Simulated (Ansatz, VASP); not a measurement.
Sn3Se: VASP beside Ansatz

```
Sn Se
1.0
     0.00000    3.72795    3.72795
     3.72795    0.00000    3.72795
     3.72795    3.72795    0.00000
Sn Se
3 1
Direct
  0.25000 0.25000 0.25000
  0.75000 0.75000 0.75000
  0.50000 0.50000 0.50000
  0.00000 0.00000 0.00000
```

Alike in both runs: functional PBE; k mesh 10 × 10 × 10; occupations gaussian, width 0.1 eV; no spin polarisation.

Ansatz relaxed the structure, and its values are those at the end. VASP's run is a single point on that final structure, the one shown.

|  | VASP | Ansatz |
| --- | --- | --- |
| version | VASP 6.6.1 | Ansatz 0.2.0 |
| potentials or method | VASP PAW PBE potentials, release 64 (Sn_d, Se) | scalar-relativistic, plane waves, PAW |
| plane-wave cutoff (eV) | 520 | 420 |
| valence electrons in the cell | 48 | 58 |

|  | VASP | Ansatz | Ansatz less VASP |
| --- | --- | --- | --- |
| gap on the k mesh at the Fermi level (eV) | none | none | - |
| pressure (GPa) | 0.0 | 0.0 | +0.02 |

A gap of «none» marks a metal or a gap that the smearing closes. With one functional, cell and mesh, what is left measures potentials, basis and numerics. The two sets of potentials don't hold the same shells in valence.
